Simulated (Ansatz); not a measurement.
# BaTe: equation of state with PBEsol

Crystal: BaTe.

```
Ba Te
1.0
     0.00000    3.41000    3.41000
     3.41000    0.00000    3.41000
     3.41000    3.41000    0.00000
Ba Te
1 1
Direct
  0.00000 0.00000 0.00000
  0.50000 0.50000 0.50000
```

```yaml
Program: Ansatz 0.2.0
Task: equation of state
Functional: PBEsol
Potentials_or_basis: all-electron LAPW, scalar-relativistic
Basis_error_allowed: 0.0005 eV/atom
k_mesh: 7 × 7 × 7
Occupations: fermi-dirac, width 0.05 eV
Spin: no spin polarisation
```

```yaml
Equilibrium_volume: 41.81 Å³/atom
Bulk_modulus: 32 GPa
Pressure_derivative_of_the_bulk_modulus: 4.4
```

Energy against volume, from the lowest point:
| volume (Å³/atom) | energy (meV/atom) |
| --- | --- |
| 37.273 | 60.64 |
| 38.066 | 39.74 |
| 38.859 | 23.77 |
| 39.652 | 12.22 |
| 40.445 | 4.66 |
| 41.238 | 0.70 |
| 42.031 | 0.00 |

All runs of the series together: 51 s on 1 thread of AMD EPYC 7R43 64-Core Processor (Zen 3) (shared host).

The run has no spin-orbit coupling, so splittings on Ba, Te are missing. Zero-point motion and thermal expansion aren't in these numbers.
